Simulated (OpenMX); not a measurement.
Crystal: Pt.

```
Pt
1.0
     0.00000    1.96090    1.96090
     1.96090    0.00000    1.96090
     1.96090    1.96090    0.00000
Pt
1
Cartesian
  0.0000 0.0000 0.0000
```

Base run:

| Property | Result |
| --- | --- |
| Program | OpenMX 3.8.5 |
| Functional | LDA |
| Potentials or basis | OpenMX 2013 LDA set, Pt7.0-s3p2d2f1, grid cutoff 400 Ry |
| k mesh | 9 × 9 × 9 |
| Occupations | fermi-dirac, width 0.05 eV |
| Spin | no spin polarisation |

Its results: pressure -3.9 GPa.

Question: The run is repeated on the same cell with these changes: potentials or basis from OpenMX 2013 LDA set, Pt7.0-s3p2d2f1, grid cutoff 400 Ry to OpenMX 2013 PBE set, Pt7.0-s3p2d2, grid cutoff 400 Ry; k mesh from 9 × 9 × 9 to 13 × 13 × 13. What comes out?

Answer: Pressure 4.1 GPa.

Caveats: the basis of atomic orbitals isn't converged, which shifts pressures, moduli and gaps; the potentials were made for another functional, which shifts forces and pressure (some runs).

Not every run made on this cell is shown here.
